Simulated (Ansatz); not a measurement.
**TiAl3 under changes of volume**

One of the cells (15.474 Å³/atom); the others are scaled copies at fixed shape and fractional positions:

```
Ti Al
1.0
     3.95567    0.00000    0.00000
     0.00000    3.95567    0.00000
     0.00000    0.00000    3.95567
Ti Al
1 3
Direct
  0.00000 0.00000 0.00000
  0.00000 0.50000 0.50000
  0.50000 0.00000 0.50000
  0.50000 0.50000 0.00000
```

The cell comes from a database or a generator and needn't be the stable form of this composition.

| Quantity | Value |
| --- | --- |
| Program | Ansatz 0.2.0 |
| Functional | LDA |
| Potentials or basis | Ansatz PAW |
| Cutoff | 420 eV (not typed: the program's choice for these potentials) |
| k mesh | 7 × 7 × 7 |
| Occupations | fermi-dirac, width 0.05 eV |
| Spin | no spin polarisation |

| volume (Å³/atom) | energy over the lowest point (meV/atom) | pressure (GPa) |
| --- | --- | --- |
| 14.545 | 3.99 | 3.5 |
| 14.855 | 0.00 | 0.8 |
| 15.164 | 0.86 | -1.6 |
| 15.474 | 6.08 | -3.7 |
| 15.783 | 15.21 | -5.7 |
| 16.093 | ? | ? |
| 16.402 | 43.73 | -8.9 |

Question: What does the run at 16.093 Å³/atom give?

Answer: Energy over the lowest point 27.89 meV/atom; pressure -7.4 GPa.

Worked out: A Birch-Murnaghan fit of order 3 (a polynomial in V^(-2/3)) to the other rows has its minimum at 14.95 Å³/atom with B0 = V·E''(V) = 117 GPa and B' = 4.1. It gives 27.90 meV/atom at 16.093 Å³/atom, against the run's 27.89, and -dE/dV = -7.4 GPa, against -7.4.

Energies are extrapolated to zero smearing.

Caveats: the PAW data sets come from PBE, with cores solved anew for the run's functional, which leaves a small shift of forces and pressure.
